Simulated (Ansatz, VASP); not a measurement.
Zr: VASP beside Ansatz

```
Zr
1.0
     0.00000    2.23163    2.23163
     2.23163    0.00000    2.23163
     2.23163    2.23163    0.00000
Zr
1
Cartesian
  0.0000 0.0000 0.0000
```

Alike in both runs: functional PBEsol; k mesh 16 × 16 × 16; occupations gaussian, width 0.1 eV; no spin polarisation.

Ansatz relaxed the structure, and its values are those at the end. VASP's run is a single point on that final structure, the one shown.

|  | VASP | Ansatz |
| --- | --- | --- |
| version | VASP 6.6.1 | Ansatz 0.2.0 |
| potentials or method | VASP PAW PBE potentials, release 64 (Zr_sv) | scalar-relativistic, plane waves, PAW |
| plane-wave cutoff (eV) | 520 | 420 |
| valence electrons in the cell | 12 | 12 |

|  | VASP | Ansatz | Ansatz less VASP |
| --- | --- | --- | --- |
| gap on the k mesh at the Fermi level (eV) | none | none | - |
| pressure (GPa) | 0.1 | 0.0 | -0.07 |

A gap of «none» marks a metal or a gap that the smearing closes. With one functional, cell and mesh, what is left measures potentials, basis and numerics.

Caveats: the PAW data sets were made with another functional, which shifts forces and pressure a little (VASP).
